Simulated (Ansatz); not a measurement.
Results of PBEsol in Ansatz (plane waves, PAW) for wurtzite BeO.

Numerical settings: plane-wave cutoff 520 eV, 18×18×8 k mesh (along the axes of the cell as run), Fermi–Dirac smearing 0.01 eV, scalar-relativistic PAW data made under PBE.

Cell (measured lattice):

```yaml
crystal:
  lattice:
    - [-1.34900, -2.33654, 0.00000]
    - [-1.34900, 2.33654, 0.00000]
    - [0.00000, 0.00000, 4.38000]
  atoms:
    - { symbol: Be, position: [0.66667, 0.33333, 0.50000] }
    - { symbol: Be, position: [0.33333, 0.66667, 0.00000] }
    - { symbol: O, position: [0.66667, 0.33333, 0.87800] }
    - { symbol: O, position: [0.33333, 0.66667, 0.37800] }
```

Task: Give the computed band gap and width of the whole s-p valence band.

Result: 
band gap: 7.45 eV (direct)
width of the whole s-p valence band: 18.66 eV

Measured, for comparison: band gap 11.29 eV (zero-point renormalisation of 699 meV (computed, non-adiabatic AHC, without the lattice-expansion part) added back here; inputs from Miglio et al. (2020), arXiv:2011.12765). Computed (rounded) less measured: band gap -3.84 eV.

Note: cell and atoms aren't relaxed at this level (pressure -1.2 GPa).

Computed values are for the static lattice.

Cost on a shared machine: about 6 core-seconds (a rough figure).

Ansatz is an electronic-structure program.
